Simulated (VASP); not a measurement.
A run of VASP 6.6.1 is set up as follows.

Contents of POSCAR:

```
H24CO11
1.0
    7.8139350000      0.0000000000      0.0000000000
    0.0000000000      7.8139350000      0.0000000000
    0.0000000000      0.0000000000      7.8139350000
O H C
11 24 1
Direct
    0.8367359083      0.0475816602      0.3032275032
    0.6897165129      0.4153988995      0.4860931144
    0.4834056081      0.7793384511      0.5252411237
   -0.0998216648      0.7162844329      0.4054295307
    0.4430162268      0.5654129450      0.2615839523
    0.5956025997      0.1452149269      0.7378740673
    0.4300266127      0.1262104177      0.4126985955
    0.1635027678      0.1803188790      0.0808427508
    0.4533567274      0.2672277156      1.0176306816
    0.6838167965      0.6674614007      0.0660998588
   -0.0392375928      0.4654888990      0.9428924095
    0.7927119947      0.1478768380      0.3501692809
    0.9461814054      0.0787311387      0.2575270974
    0.7919057428      0.4744216582      0.4717341519
    0.6168211023      0.4482248701      0.3966119503
    0.4574903682      0.8177186014      0.6413541961
    0.6048808955      0.7590925699      0.5380643683
   -0.1474545156      0.8198046183      0.3957417102
   -0.0108780019      0.7381428179      0.3141694933
    0.5243964789      0.5749599913      0.1758141065
    0.3251498765      0.5226943915      0.2215657028
    0.5525129144      0.1842477574      0.6341107265
    0.6993531428      0.2193133165      0.7346618573
    0.4236405857      0.0057333469      0.4499397551
    0.3287844089      0.1600474025      0.3520761307
    0.2663190825      0.2125561577      0.0264655388
    0.1088056146      0.1035073878      0.0084208533
    0.5186631320      0.2177136104      0.9346763187
    0.5235390363      0.2553642947      1.1194871726
    0.7940557478      0.6002225511      0.0366780630
    0.7105126930      0.7375413284      0.1640786620
   -0.0319813257      0.7161820517      0.8559323823
    0.0426929582      0.3785544671      0.9710088451
    0.1326476353      0.6665015770      1.0170419897
    0.1665102154      0.5754079091      0.7884503774
    0.0760180370      0.6143767513      0.8940949726
```

INCAR.step1

```
PREC     = Accurate       # precision mode
ENCUT    = 520            # plane-wave cutoff, eV
ISMEAR   = -1             # smearing method
SIGMA    = 0.02           # smearing width, eV
LREAL    = Auto         
LASPH    = T              # aspherical terms in the spheres
NELM     = 100            # most SCF steps
NBANDS   = 71             # bands
GGA      = PE             # functional
ALGO     = Normal         # electronic algorithm
EDIFF    = 1E-4           # SCF threshold, eV
LWAVE    = T              # write WAVECAR
LCHARG   = F              # write CHGCAR
```

Contents of INCAR.step2:

```
PREC     = Accurate       # precision mode
ENCUT    = 520            # plane-wave cutoff, eV
EDIFF    = 1E-6           # SCF threshold, eV
ISMEAR   = -1             # smearing method
SIGMA    = 0.02           # smearing width, eV
LREAL    = Auto         
LASPH    = T              # aspherical terms in the spheres
NELM     = 100            # most SCF steps
ALGO     = Normal         # electronic algorithm
ISIF     = 2              # what is computed and relaxed
LWAVE    = F              # write WAVECAR
LCHARG   = F              # write CHGCAR
METAGGA  = R2SCAN         # meta-GGA
LMIXTAU  = T            
IVDW     = 12             # dispersion correction
VDW_S6   = 1.0          
VDW_S8   = 0.78981345   
VDW_A1   = 0.49484001   
VDW_A2   = 5.73083694   
NBANDS   = 71             # bands
ISTART   = 1
```

Contents of KPOINTS:

```
Automatic mesh
0
Gamma
  1 1 1
```

Potentials or basis: VASP PAW PBE potentials, release 64 (O, H, C).

Launch:

```console
$ cat potpaw_PBE.64/O/POTCAR potpaw_PBE.64/H/POTCAR potpaw_PBE.64/C/POTCAR > POTCAR
$ cp INCAR.step1 INCAR
$ mpirun -np 1 vasp_gam > vasp.out
$ cp INCAR.step2 INCAR
$ mpirun -np 1 vasp_gam > vasp.out
```

Estimate the pressure.

0.8 GPa.

Estimate the largest force.

5.603 eV/Å.

Stress tensor (GPa, compression positive):
```
 0.19 -0.28 -0.64
-0.28  0.76  0.45
-0.64  0.45  1.51
```

Caveat: the PAW data sets were made with another functional, which shifts forces and pressure a little.
